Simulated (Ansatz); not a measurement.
Level of theory: DFT PBE, scalar-relativistic, plane waves, PAW in Ansatz 0.2.0. Settings of the last relaxation (2-atom cell): 420 eV, 10×10×10 k points, Gaussian smearing of 0.02 eV, no spin polarisation.

Formation energies are uncorrected and count from the elements' standard states at the same level.

**Question.** Propose a candidate for a cubic wide-gap insulator that holds Mg and 1 more element, with a gap near 4.5 eV, a formation energy near −2.68 eV/atom and about 10 Å³ per atom, in a cell of 2 atoms.

**Answer.** MgO, space group Fm-3m (No. 225). Around Mg lie 6 O at 2.13 Å; O has 6 Mg at 2.13 Å.

```
Mg O
1.0
     0.00000    2.12673    2.12673
     2.12673    0.00000    2.12673
     2.12673    2.12673    0.00000
Mg O
1 1
Cartesian
  2.1267 2.1267 2.1267
  0.0000 0.0000 0.0000
```

- Volume per atom: 9.62 Å³
- Density: 3.48 g/cm³
- Formation energy: −2.685 eV/atom
- Gap on the 10×10×10 mesh of the 2-atom cell: 4.46 eV

The cell was reached from a generator's guess, though it ends in a space group that the Crystallography Open Database lists for this formula. The answer needn't be unique; the calculation gave this one.

Kohn–Sham gaps at this level usually fall short of measured ones. A later test with randomly moved atoms came back to the same energy, though modes that don't fit the test's cell weren't probed.
